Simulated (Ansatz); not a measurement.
The system is Tc.

```
CELL_PARAMETERS angstrom
0.00000 1.95000 1.95000
1.95000 0.00000 1.95000
1.95000 1.95000 0.00000
ATOMIC_POSITIONS crystal
Tc 0.00000 0.00000 0.00000
```

This isn't the form of Tc at room conditions, which is hcp.

```yaml
Program: Ansatz 0.2.0
Task: single point
Functional: PBE
Potentials_or_basis: all-electron LAPW, scalar-relativistic
Cutoff: 251 eV (chosen from the basis error)
Basis_error_allowed: 0.001 eV/atom
k_mesh: 12 × 12 × 12
Occupations: fermi-dirac, width 0.05 eV
Spin: no spin polarisation
```

On this cell: pressure -6.3 GPa; band gap on the k mesh none (metal or under the smearing width).

The same run follows on a disturbed copy (cell strained at random at fixed volume):

```
Tc
1.0
     0.04787    1.96905    1.97138
     2.00713    0.03456    1.98470
     1.97312    1.94836    0.06856
Tc
1
Direct
  0.99325 0.99319 0.03631
```

**Question.** What does the disturbed cell give?

**Answer.** The energy (extrapolated to zero smearing) moves by +20.5 meV/atom; pressure -5.7 GPa; band gap on the k mesh none (metal or under the smearing width).

Stress tensor (GPa, compression positive):
```
-7.38 -0.69 -6.76
-0.69 -4.99 -4.92
-6.76 -4.92 -4.63
```

The runs don't all hold the same shells in valence.
